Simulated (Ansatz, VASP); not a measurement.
**One calculation of ScAl4, two programs**

The input INCAR:

```
  ALGO = Normal
  EDIFF = 1E-6
  EDIFFG = -0.04
  ENCUT = 600
  GGA = PE
  IBRION = 2
  ISIF = 3
  ISMEAR = 0
  LASPH = True
  LCHARG = False
  LREAL = False
  LWAVE = False
  NELM = 100
  NSW = 90
  PREC = Accurate
  SIGMA = 0.1
```

KPOINTS

```
k-points
0
Gamma
  4 4 4
```

Contents of POSCAR:

```
ScAl4
1.0
    4.2591538600      0.0000000000      0.0000000000
    0.0000000000      4.2591538600      0.0000000000
    0.0000000000      0.0000000000      4.2591538600
Sc Al
1 4
Direct
    0.5000000000      0.5000000000      0.5000000000
    0.0000000000      0.0000000000      0.0000000000
    0.0000000000      0.5000000000      0.5000000000
    0.5000000000      0.0000000000      0.5000000000
    0.5000000000      0.5000000000      0.0000000000
```

Input for Ansatz:

```yaml
crystal:
  lattice:
    - [4.25915386, 0.0, 0.0]
    - [0.0, 4.25915386, 0.0]
    - [0.0, 0.0, 4.25915386]
  atoms:
    - { symbol: Sc, position: [0.5, 0.5, 0.5] }
    - { symbol: Al, position: [0.0, 0.0, 0.0] }
    - { symbol: Al, position: [0.0, 0.5, 0.5] }
    - { symbol: Al, position: [0.5, 0.0, 0.5] }
    - { symbol: Al, position: [0.5, 0.5, 0.0] }
basis:
  ecutwfc: 420
kpoints:
  mp_grid: { grid: [4, 4, 4] }
hamiltonian:
  xc: pbe
scf:
  occupations: { method: gaussian, width: 0.1 }
  lower_state_search: "off"
output:
  forces: true
  stress: true
  eigenvalues: true
relax:
  adjacent_minimum: "off"
  f_tol: 0.04
  max_steps: 70
  cell: { stress_tol: 0.4 }
```

Alike in both runs: task relaxation of cell and atoms; functional PBE; k mesh 4 × 4 × 4; occupations gaussian, width 0.1 eV; no spin polarisation.

|  | VASP | Ansatz |
| --- | --- | --- |
| version | VASP 6.6.1 | Ansatz 0.2.0 |
| potentials or method | VASP PAW PBE potentials, release 64 (Sc_sv, Al) | scalar-relativistic, plane waves, PAW |
| plane-wave cutoff (eV) | 600 | 420 |
| valence electrons in the cell | 23 | 23 |

Ansatz gave:

* gap on the k mesh at the Fermi level, each at its own relaxed structure (eV): none
* relaxed volume (Å³/atom): 29.22
* relaxed cell length with the largest relative difference (Å): 5.267
* energy change over the relaxation (meV/atom): -1101

Q: Estimate VASP's values.

A: gap on the k mesh at the Fermi level, each at its own relaxed structure (eV): none; relaxed volume (Å³/atom): 29.39; relaxed cell length with the largest relative difference (Å): 5.277; energy change over the relaxation (meV/atom): -1101.

A gap of «none» marks a metal or a gap that the smearing closes.

Caveats: the k mesh is coarse (spacing up to 0.37 Å⁻¹), so the values aren't converged; the volume moved by over 15 % at a fixed basis, so the end points are rough (VASP).
